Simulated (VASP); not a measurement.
# MgI2 (P-3m1) in VASP: a series of runs, part 2 of 2

VASP 6.6.1.

### 3 Single point, LDA

This run uses another cell than the first one, of the same volume but with other edges.

Contents of INCAR:

```
PREC = Accurate ; ENCUT = 520
EDIFF = 1E-7 ; ISMEAR = 0
SIGMA = 0.05 ; LREAL = F
LASPH = T ; NELM = 60
ALGO = Normal ; ISIF = 2
LWAVE = F ; LCHARG = F
GGA = CA ; NBANDS = 15
```

Contents of KPOINTS:

```
Automatic mesh
0
Gamma
  9 9 4
```

Contents of POSCAR:

```
MgI2
1.0
    4.2106071945      0.0000000000      0.0000000000
   -2.1053035973      3.6464927958      0.0000000000
    0.0000000000      0.0000000000      6.6777712150
Mg I
1 2
Direct
    0.0000000000      0.0000000000      0.0000000000
    0.3333333333      0.6666666667      0.7576300000
    0.6666666667      0.3333333333      0.2423700000
```

Potentials or basis: VASP PAW LDA potentials, release 64 (Mg, I).

Run with:

```console
> cat potpaw_LDA.64/Mg/POTCAR potpaw_LDA.64/I/POTCAR > POTCAR
> mpirun -np 1 vasp_std > vasp.out
```

OUTCAR:

```text
PREC = Accurate
   ENCUT = 520
   EDIFF = 1E-7
   ISMEAR = 0
   LREAL = F
   LASPH = T
   NELM = 60
   ISIF = 2
   GGA = CA

 ion  position               nearest neighbor table
   1  0.000  0.000  0.000-   2 2.92   3 2.92   3 2.92   2 2.92   3 2.92   2 2.92
   2  0.333  0.667  0.758-   1 2.92   1 2.92   1 2.92
   3  0.667  0.333  0.242-   1 2.92   1 2.92   1 2.92

  LATTYP: Found a hexagonal cell.
 ALAT       =     4.2106071945
 C/A-ratio  =     1.5859401997

  Lattice vectors:

[... 613 lines left out ...]
     10       7.5288      0.00000
     11       8.3235      0.00000
     12       8.8670      0.00000
     13       9.3766      0.00000
     14       9.8767      0.00000
     15      10.6883      0.00000

 [... further k-points ...]
[... 5 lines left out ...]
  --------------------------------------------------------------------------------------
  -------------------------------------------------------------------------------------
  Total       -1.2879411     -1.2879411     -0.3628767      0.0000000     -0.0000000      0.0000000
  in kB      -20.1258837    -20.1258837     -5.6704564      0.0000000     -0.0000000      0.0000000
  external PRESSURE =     -15.3074079 kB  Pullay stress =       0.0000000 kB

 VOLUME and BASIS-vectors are now :
 -----------------------------------------------------------------------------
  energy-cutoff  :      520.00
  volume of cell :      102.53
      direct lattice vectors                 reciprocal lattice vectors
     4.210607194  0.000000000  0.000000000     0.237495438  0.137118055  0.000000000
    -2.105303597  3.646492796  0.000000000     0.000000000  0.274236110  0.000000000
     0.000000000  0.000000000  6.677771215     0.000000000  0.000000000  0.149750563

 POSITION                                       TOTAL-FORCE (eV/Angst)
 -----------------------------------------------------------------------------------
      0.00000      0.00000      0.00000        -0.000000      0.000000      0.000000
     -0.00000      2.43100      5.05928        -0.000000      0.000000      0.035720
      2.10530      1.21550      1.61849         0.000000     -0.000000     -0.035720
 -----------------------------------------------------------------------------------
    total drift:                               -0.000000      0.000000     -0.000000

  FREE ENERGIE OF THE ION-ELECTRON SYSTEM (eV)
  ---------------------------------------------------
  free  energy   TOTEN  =        -9.0543187794 eV

  energy  without entropy=       -9.0543187794  energy(sigma->0) =       -9.05431878
```

OSZICAR:

```text
N       E                     dE             d eps       ncg     rms          rms(c)
DAV:   1     0.726853259143E+02    0.72685E+02   -0.57018E+03  1290   0.836E+02
DAV:   2    -0.321365457033E+01   -0.75899E+02   -0.69080E+02  1811   0.129E+02
DAV:   3    -0.912739275698E+01   -0.59137E+01   -0.58895E+01  1696   0.414E+01
DAV:   4    -0.923740947937E+01   -0.11002E+00   -0.11001E+00  1736   0.673E+00
DAV:   5    -0.923914356742E+01   -0.17341E-02   -0.17341E-02  1710   0.781E-01    0.402E+00
DAV:   6    -0.909453708964E+01    0.14461E+00   -0.10656E-01  1479   0.165E+00    0.268E+00
DAV:   7    -0.905724222930E+01    0.37295E-01   -0.99548E-02  1549   0.153E+00    0.618E-01
DAV:   8    -0.905438908078E+01    0.28531E-02   -0.84942E-03  1444   0.501E-01    0.239E-01
DAV:   9    -0.905433849865E+01    0.50582E-04   -0.82391E-04  1710   0.156E-01    0.108E-01
DAV:  10    -0.905431975103E+01    0.18748E-04   -0.47561E-05  1493   0.427E-02    0.373E-02
DAV:  11    -0.905431920218E+01    0.54885E-06   -0.40648E-06  1752   0.121E-02    0.236E-02
DAV:  12    -0.905431879903E+01    0.40315E-06   -0.52967E-07  1507   0.485E-03    0.740E-03
DAV:  13    -0.905431877943E+01    0.19598E-07   -0.32945E-08  1149   0.110E-03
   1 F= -.90543188E+01 E0= -.90543188E+01  d E =-.370584E-13
```

stdout:

```text
POSCAR found type information on POSCAR MgI
 POSCAR found :  2 types and       3 ions
 scaLAPACK will be used
 LDA part: xc-table for (Slater(with rela. corr.)+CA(PZ))
 , standard interpolation
 POSCAR, INCAR and KPOINTS ok, starting setup
 FFT: planning ... GRIDC
 FFT: planning ... GRID_SOFT
 FFT: planning ... GRID
 WAVECAR not read
 entering main loop
```

Run time: 22 s. Hardware: 1 thread of Intel Xeon 6975P-C (Granite Rapids), shared host; peak memory 0.22 GiB.

What came out:

```yaml
Free_energy: -9.0543 eV
Pressure: -1.5 GPa
Largest_force: 0.036 eV/Å
Band_gap_on_the_k_mesh: 3.13 eV, indirect (least direct gap 3.17 eV)
```

Forces in eV/Å, atoms in the order of the input:
```
Mg   0.000  0.000  0.000
I    0.000  0.000  0.036
I    0.000  0.000 -0.036
```

Stress tensor (GPa, compression positive):
```
-2.01  0.00  0.00
 0.00 -2.01  0.00
 0.00  0.00 -0.57
```

Levels at points of the mesh, in eV from the valence-band top:
```
           k point  band 6  band 7  band 8  band 9  band 10  band 11
(0.00, 0.00, 0.00)   -0.36   -0.36    0.00    3.17     4.25     6.24
(0.00, 0.00, 0.50)   -0.68   -0.49   -0.49    4.14     4.37     6.01
```

Caveat: spin-orbit coupling is left out, which moves the levels of the heavy elements; an odd mesh through Γ misses points on the zone boundary, where band edges often lie. As with any semilocal functional, this LDA gap is likely too small.

### 4 Single point, LDA

This run uses another cell than the first one, of the same volume but with other edges.

Contents of INCAR:

```
SYSTEM = MgI2
PREC     = Accurate       ! precision mode
ENCUT    = 520            ! plane-wave cutoff, eV
EDIFF    = 1E-6           ! SCF threshold, eV
ISMEAR   = 0              ! smearing method
SIGMA    = 0.05           ! smearing width, eV
LREAL    = .FALSE.        ! projectors in reciprocal space
LASPH    = .TRUE.         ! aspherical terms in the spheres
NELM     = 100            ! most SCF steps
ALGO     = Normal         ! electronic algorithm
ISIF     = 2              ! what is computed and relaxed
LWAVE    = .FALSE.        ! write WAVECAR
LCHARG   = .TRUE.         ! write CHGCAR
LELF     = .TRUE.         ! ELF
LVHAR    = .TRUE.       
NBANDS   = 15             ! bands
```

Contents of KPOINTS:

```
regular mesh
0
G
  9 9 4
  0 0 0
```

Contents of POSCAR:

```
MgI2
1.0
    4.3849249435      0.0000000000      0.0000000000
   -2.1924624717      3.7974563947      0.0000000000
    0.0000000000      0.0000000000      6.1573900307
Mg I
1 2
Direct
    0.0000000000      0.0000000000      0.0000000000
    0.3333333333      0.6666666667      0.7576300000
    0.6666666667      0.3333333333      0.2423700000
```

Run with:

```console
> cat potpaw_LDA.64/Mg/POTCAR potpaw_LDA.64/I/POTCAR > POTCAR
> mpirun -np 1 vasp_std > vasp.out
```

Run time: 23 s. Hardware: 1 thread of Intel Xeon 6975P-C (Granite Rapids), shared host; peak memory 0.23 GiB.

It converged, with:

```yaml
Free_energy: -8.9094 eV
Pressure: -1.6 GPa
Largest_force: 0.175 eV/Å
Band_gap_on_the_k_mesh: 2.39 eV, direct
```

Forces on the atoms (eV/Å):
```
Mg   0.000  0.000  0.000
I    0.000  0.000 -0.175
I    0.000  0.000  0.175
```

Stress tensor (GPa, compression positive):
```
-2.86  0.00  0.00
 0.00 -2.86  0.00
 0.00  0.00  1.07
```

Levels at points of the mesh, in eV from the valence-band top:
```csv
k point,band 5,band 6,band 7,band 8,band 9,band 10,band 11,band 12
"(0.00, 0.00, 0.00)",-1.60,-1.00,-1.00,0.00,2.39,3.47,5.46,5.46
"(0.00, 0.00, 0.50)",-1.40,-1.40,-1.19,-1.19,3.37,3.75,5.09,5.09
```

Caveat: spin-orbit coupling is left out, which moves the levels of the heavy elements; an odd mesh through Γ misses points on the zone boundary, where band edges often lie.

### 5 Single point, LDA

This run uses another cell than the first one, of the same volume but with other edges.

Contents of INCAR:

```
SYSTEM = MgI2
ALGO = Fast ; EDIFF = 1E-6
ENCUT = 520 ; ISIF = 2
ISMEAR = 0 ; LASPH = .True.
LCHARG = .False. ; LREAL = .False.
LWAVE = .False. ; NBANDS = 15
NELM = 60 ; PREC = Accurate
SIGMA = 0.05
```

Contents of KPOINTS:

```
k-points
0
Gamma
  9 9 4
  0 0 0
```

Contents of POSCAR:

```
MgI2
1.0
    4.0866932408      0.0000000000      0.0000000000
   -2.0433466204      3.5391801640      0.0000000000
    0.0000000000      0.0000000000      7.0888683846
Mg I
1 2
Direct
    0.0000000000      0.0000000000      0.0000000000
    0.3333333333      0.6666666667      0.7576300000
    0.6666666667      0.3333333333      0.2423700000
```

Run with:

```console
> cat potpaw_LDA.64/Mg/POTCAR potpaw_LDA.64/I/POTCAR > POTCAR
> mpirun -np 1 vasp_std > vasp.out
```

It took 29 s on 1 thread of Intel Xeon 6975P-C (Granite Rapids), shared host; peak memory 0.22 GiB.

Results (log left out):

```yaml
Free_energy: -9.0622 eV
Pressure: -1.4 GPa
Largest_force: 0.276 eV/Å
Band_gap_on_the_k_mesh: 3.33 eV, indirect (least direct gap 3.46 eV)
```

Forces on the atoms (eV/Å):
```
Mg   0.000  0.000  0.000
I    0.000  0.000  0.276
I    0.000  0.000 -0.276
```

Stress tensor (GPa, compression positive):
```
-1.07  0.00  0.00
 0.00 -1.07  0.00
 0.00  0.00 -2.21
```

Levels at points of the mesh, in eV from the valence-band top:
| k point | band 4 | band 5 | band 6 | band 7 | band 8 | band 9 | band 10 | band 11 | band 12 | band 13 |
| --- | --- | --- | --- | --- | --- | --- | --- | --- | --- | --- |
| (0.00, 0.00, 0.00) | -0.33 | -0.33 | -0.26 | 0.00 | 0.00 | 3.46 | 4.75 | 6.73 | 6.73 | 7.05 |
| (0.00, 0.00, 0.50) | -1.65 | -0.25 | -0.25 | -0.09 | -0.09 | 4.55 | 4.78 | 6.58 | 6.58 | 7.70 |

Caveat: spin-orbit coupling is left out, which moves the levels of the heavy elements; an odd mesh through Γ misses points on the zone boundary, where band edges often lie.
